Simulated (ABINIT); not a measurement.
Crystal: CdF2.

```
CELL_PARAMETERS angstrom
0.00000 2.69400 2.69400
2.69400 0.00000 2.69400
2.69400 2.69400 0.00000
ATOMIC_POSITIONS crystal
Cd 0.00000 0.00000 0.00000
F 0.75000 0.75000 0.75000
F 0.25000 0.25000 0.25000
```

Base run:

```yaml
Program: ABINIT 10.8.3 (patched build)
Functional: PBEsol
Potentials_or_basis: JTH PAW PBE v2.0
Cutoff: 762 eV
k_mesh: 9 × 9 × 9
Occupations: fermi-dirac, width 0.05 eV
Spin: no spin polarisation
```

Its results: band gap on the k mesh 2.94 eV, indirect (least direct gap 3.39 eV); pressure -1.3 GPa.

Task: After a change of settings the same cell gave: band gap on the k mesh 3.26 eV, indirect (least direct gap 3.73 eV); pressure 7.8 GPa. Which change was it?
A. functional from PBEsol to r2SCAN
B. functional from PBEsol to revPBE
C. functional from PBEsol to PW91
D. functional from PBEsol to WC

Result: B.

revPBE binds less tightly than PBEsol, so the same cell stands under more pressure.

Caveats: the PAW data sets were made with another functional, which shifts forces and pressure a little; an odd mesh through Γ misses points on the zone boundary, where band edges often lie.

Runs at the PBE level aren't shown here.
